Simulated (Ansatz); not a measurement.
# Te: the cost of one run

Program: Ansatz 0.2.0. Level of theory: DFT PBE, scalar-relativistic, plane waves, PAW. These are calculated values, not measurements.

A COD entry behind a cell of this session may itself be a prediction, so a difference from it is no test against experiment.

## Step 1: Starting point

The structure is hexagonal, space group P6_3/mmc (No. 194). The conventional cell has a = 4.386 Å, b = 4.386 Å, c = 14.325 Å, α = 90.00°, β = 90.00°, γ = 120.00°. Around Te (site symmetry 3m) lie 4 Te at 2.69 Å.

Coordinates:

```
CELL_PARAMETERS angstrom
4.38623 0.00000 0.00000
-2.19312 3.79859 0.00000
0.00000 0.00000 14.32531
ATOMIC_POSITIONS crystal
Te 0.00000 0.00000 0.09375
Te 0.00000 0.00000 0.59375
Te 0.00000 0.00000 0.40625
Te 0.00000 0.00000 0.90625
Te 0.33333 0.66667 0.15625
Te 0.66667 0.33333 0.65625
Te 0.33333 0.66667 0.34375
Te 0.66667 0.33333 0.84375
```

This is candidate A: C type (P6_3/mmc, No. 194).

(A quick probe on a coarse mesh, which set the mesh and smearing, is not shown.)

## Step 3: Rough relaxation on the coarse mesh (candidate A)

The input, input.yaml:

```yaml
crystal:
  lattice:
    - [4.3862345607, 0.0, 0.0]
    - [-2.1931172802, 3.7985905564, 0.0]
    - [0.0, 0.0, 14.3253119491]
  atoms:
    - { symbol: Te, position: [0.0, 0.0, 0.09375] }
    - { symbol: Te, position: [0.0, 0.0, 0.59375] }
    - { symbol: Te, position: [0.0, 0.0, 0.40625] }
    - { symbol: Te, position: [0.0, 0.0, 0.90625] }
    - { symbol: Te, position: [0.3333333333, 0.6666666667, 0.15625] }
    - { symbol: Te, position: [0.6666666667, 0.3333333333, 0.65625] }
    - { symbol: Te, position: [0.3333333333, 0.6666666667, 0.34375] }
    - { symbol: Te, position: [0.6666666667, 0.3333333333, 0.84375] }
basis:
  ecutwfc: 420
kpoints:
  mp_grid: { grid: [6, 6, 2] }
hamiltonian:
  xc: pbe
scf:
  occupations: { method: gaussian, width: 0.1 }
  lower_state_search: "off"
output:
  forces: true
  stress: true
  eigenvalues: true
relax:
  adjacent_minimum: "off"
  f_tol: 0.04
  max_steps: 70
  cell: { stress_tol: 0.4 }
```

**Question.** How long does this run take on 1 thread of an x86-64 CPU, shared host, and how much memory does it need?

About 2.2 min, with a peak of 0.79 GiB.
